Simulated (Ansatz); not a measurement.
C3H4N2 can be A, `C=NC1C=N1`, or B, `c1cn[nH]c1`.

Gas-phase electronic energies from Ansatz, PBE0-D4/def2-TZVP geometries. CBS: MP2 limit from def2 TZ/QZ plus the TZ coupled-cluster correction, frozen cores. DFT in def2-TZVPP. B3LYP here is the variant with VWN-RPA as its local correlation; programs differ in this. One conformer a species, not always the lowest.

Which isomer does CCSD(T)/CBS put lower? Give the gap. (Best estimate.)

The calculation gave: B, by 219.6 kJ/mol.

Give E(B) − E(A) in kJ/mol with ωB97M-V, PBE-D4, CCSD(T)/def2-SVP, MP2/def2-TZVPP, PBE0-D4, B2PLYP, B3LYP. (Estimate.)

Ansatz gave: ωB97M-V -224.9, PBE-D4 -233.2, CCSD(T)/def2-SVP -213.2, MP2/def2-TZVPP -237.5, PBE0-D4 -242.0, B2PLYP -225.7, B3LYP -223.9. None reverses the order clearly.

Does the order hold for the free energy at 298.15 K (harmonic terms from PBE0-D4)? (Estimate.)

Computed: Yes: G(B) − G(A) = -203.7 kJ/mol, for one conformer each.

Largest T1 diagnostic: 0.013.

At CCSD(T), def2-SVP lies +6.4 kJ/mol from the extrapolated value and def2-TZVPP +5.2 kJ/mol. From BLYP to BHLYP (50 % exact exchange), in def2-TZVPP and without D4, E(B) − E(A) moves by −17.3 kJ/mol.
